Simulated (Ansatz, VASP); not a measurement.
**Al2Cu in VASP and in Ansatz**

Contents of INCAR:

```
SYSTEM = Al2Cu
  PREC = Accurate
  ENCUT = 520
  EDIFF = 1E-7
  ISMEAR = 0
  SIGMA = 0.15
  LREAL = .FALSE.
  LASPH = .TRUE.
  NELM = 100
  ALGO = Fast
  ISIF = 2
  LWAVE = .FALSE.
  LCHARG = .TRUE.
  GGA = PE
  LELF = .TRUE.
  LVHAR = .TRUE.
  NBANDS = 16
```

File KPOINTS:

```
regular mesh
0
G
  10 10 14
  0 0 0
```

The input POSCAR:

```
Al2Cu
1.0
    4.0663511639      0.0000000000      0.0000000000
    0.0000000000      4.0663511639      0.0000000000
    0.0000000000      0.0000000000      2.8847334069
Al Cu
2 1
Direct
    0.5000000000      0.0000000000      0.5000000000
    0.0000000000      0.5000000000      0.5000000000
    0.0000000000      0.0000000000      0.0000000000
```

Input for Ansatz:

```yaml
crystal:
  lattice:
    - [4.0663511639, 0.0, 0.0]
    - [0.0, 4.0663511639, 0.0]
    - [0.0, 0.0, 2.8847334069]
  atoms:
    - { symbol: Al, position: [0.5, 0.0, 0.5] }
    - { symbol: Al, position: [0.0, 0.5, 0.5] }
    - { symbol: Cu, position: [0.0, 0.0, 0.0] }
basis:
  ecutwfc: 520.0
kpoints:
  mp_grid: { grid: [10, 10, 14] }
hamiltonian:
  xc: pbe
  pseudopotentials: { kind: paw, azcp: { folder: soft_1 } }
scf:
  occupations: { method: gaussian, width: 0.15 }
output:
  forces: true
  stress: true
  eigenvalues: true
```

Change from the starting cell: mode 9 frozen in at +0.000 Å, equal normal strain along x and y -0.0133.

Alike in both runs: task single point; functional PBE; k mesh 10 × 10 × 14; occupations gaussian, width 0.15 eV; no spin polarisation.

|  | VASP | Ansatz |
| --- | --- | --- |
| version | VASP 6.6.1 | Ansatz 0.2.0 |
| potentials or method | VASP PAW PBE potentials, release 64 (Al, Cu) | scalar-relativistic, plane waves, PAW |
| plane-wave cutoff (eV) | 520 | 520 |
| valence electrons in the cell | 17 | 25 |

|  | VASP | Ansatz | Ansatz less VASP |
| --- | --- | --- | --- |
| gap on the k mesh at the Fermi level (eV) | none | none | - |
| pressure (GPa) | 2.7 | 2.6 | -0.16 |
| largest component of the traceless stress (GPa) | 0.86 | 0.91 | +0.043 |

A gap of «none» marks a metal or a gap that the smearing closes. The two sets of potentials don't hold the same shells in valence.
